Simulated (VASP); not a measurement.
# VASP 6.6.1 run: CaO

INCAR

```
NSW = 0
ISMEAR = -1
ISIF = 2
GGA = PE
LREAL = .FALSE.
NBANDS = 15
PREC = Accurate
LWAVE = .FALSE.
ISPIN = 2
IBRION = -1
EDIFF = 1E-7
SIGMA = 0.02
NELM = 65
LASPH = .TRUE.
LCHARG = .FALSE.
MAGMOM = 1
ENCUT = 520
```

KPOINTS

```
KPOINTS created by Atomic Simulation Environment
0
Gamma
10 10 10
0 0 0
```

POSCAR

```
Ca O
 1.0000000000000000
     0.0000000000000000    2.3735746124000001    2.4095378640999998
     2.3735746124000001    0.0000000000000000    2.4095378640999998
     2.3735746124000001    2.3735746124000001    0.0000000000000000
 Ca  O
   1   1
Cartesian
  0.0000000000000000  0.0000000000000000  0.0000000000000000
  2.3735746124000006  2.3735746124000006  2.4095378640999998
```

The recommended PBE PAW datasets give the neutral cell 16 valence electrons.

Command

```
mpirun -np 1 vasp_std
```

Standard output (part)

```
POSCAR found type information on POSCAR CaO
 POSCAR found :  2 types and       2 ions
|     EEEEEEE  RRRRRR   RRRRRR   OOOOOOO  RRRRRR      ###     ###     ###     |
|     E        R     R  R     R  O     O  R     R     ###     ###     ###     |
|     E        R     R  R     R  O     O  R     R     ###     ###     ###     |
|     EEEEE    RRRRRR   RRRRRR   O     O  RRRRRR       #       #       #      |
|     E        R    R   R    R   O     O  R    R      ###     ###     ###     |
|     EEEEEEE  R     R  R     R  OOOOOOO  R     R     ###     ###     ###     |
|     ERROR: You have set 1 value(s) for MAGMOM; however for                  |
|     spin-polarized calculations (ISPIN=2), MAGMOM has to be a list of       |
|     NIONS values. NIONS=2 in your calculation.                              |
|       ---->  I REFUSE TO CONTINUE WITH THIS SICK JOB ... BYE!!! <----       |
```

VASP stopped before the first electronic step.

Task: What is wrong with this input?

Result: Too few starting moments. VASP stopped before the first electronic step.
